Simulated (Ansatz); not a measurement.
The elements of this relaxed trial crystal are hidden behind letters.

```
lattice vectors (Å)
   0.0000    2.8139    2.8139
   2.8139    0.0000    2.8139
   2.8139    2.8139    0.0000
fractional positions
X 0.0000 0.0000 0.0000
Z 0.7500 0.7500 0.7500
```

Theory: Ansatz 0.2.0, DFT PBE, scalar-relativistic, plane waves, PAW. Plane waves to 420 eV, an 18×18×18 mesh through Γ for the 2-atom cell and 0.10 eV Gaussian smearing; no spin polarisation.

* Space group: F-43m (No. 216)
* Conventional cell: a = 5.628 Å
* Volume per atom: 22.28 Å³
* Density: 9.98 g/cm³
* Formation energy: −0.19 eV/atom
* Gap on the 18×18×18 mesh of the 2-atom cell: 0 eV (a metal)

Energies are uncorrected and count from the elements' standard states at the same level.

Question: X is a p-block element of period 4 and Z is a d-block element of period 6. Which elements are they?

Answer: X = Ge, Z = Pt, so the formula is GePt, here in the zinc blende type. Density times volume gives a mean mass of 9.98 × 22.28/1.6605 = 133.9 u per atom, and this set has 133.9 u. Among the elements that the hints allow, noble gases aside, only these give it. Around Ge lie 4 Pt at 2.44 Å; Pt has 4 Ge at 2.44 Å.

These runs have no spin–orbit coupling, which can matter for Pt. A structure relaxed within its symmetry needn't be a true minimum.
